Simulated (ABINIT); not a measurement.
Runs of ABINIT 10.8.3 (patched build) on Pd. Symmetry: Fm-3m, No. 225, cubic system. The conventional cell has a = 3.893 Å, b = 3.893 Å, c = 3.893 Å, α = 90.00°, β = 90.00°, γ = 90.00°. Around Pd (site symmetry m-3m) lie 12 Pd at 2.75 Å. 

```csv
task,level,potentials or basis,spin,cutoff (eV),smearing,fine-grid cutoff,gap on the mesh (eV),pressure (GPa)
single point,PBE,"Ansatz PAW PBE default generated set, frozen core",off,419,cold-b (ABINIT) 0.1 eV,838.111 eV,none,6.8
band structure,PBEsol,JTH PAW PBE v2.0,off,599,fermi-dirac 0.05 eV,1197.3 eV,none,-3.0
single point,PBE,"Ansatz PAW PBE default generated set, frozen core",off,419,gaussian 0.1 eV,838.111 eV,none,6.8
band structure,PBEsol,JTH PAW PBE v2.0,"SOC, no magnetisation",599,fermi-dirac 0.05 eV,1197.3 eV,none,-2.7
single point,PBE,"Ansatz PAW PBE default generated set, frozen core",off,419,fermi-dirac 0.1 eV,838.111 eV,none,(a)
single point,PBE,"Ansatz PAW PBE default generated set, frozen core",off,419,cold (ABINIT) 0.1 eV,838.111 eV,none,6.8
single point,PBE,"Ansatz PAW PBE default generated set, frozen core",off,419,methfessel-paxton 0.1 eV,838.111 eV,none,6.8
```

Alike in all rows: cell as given; k mesh 12 × 12 × 12.

Q: Fill in the values left out.

A: (a) 7.2.

Caveats: the atomic spheres overlap (some runs); the PAW data sets were made with another functional, which shifts forces and pressure a little (some runs).

A k mesh can miss the band edges, and rows without SOC leave out spin-orbit coupling on Pd.

A gap of «none» marks a metal or a gap under the smearing width.
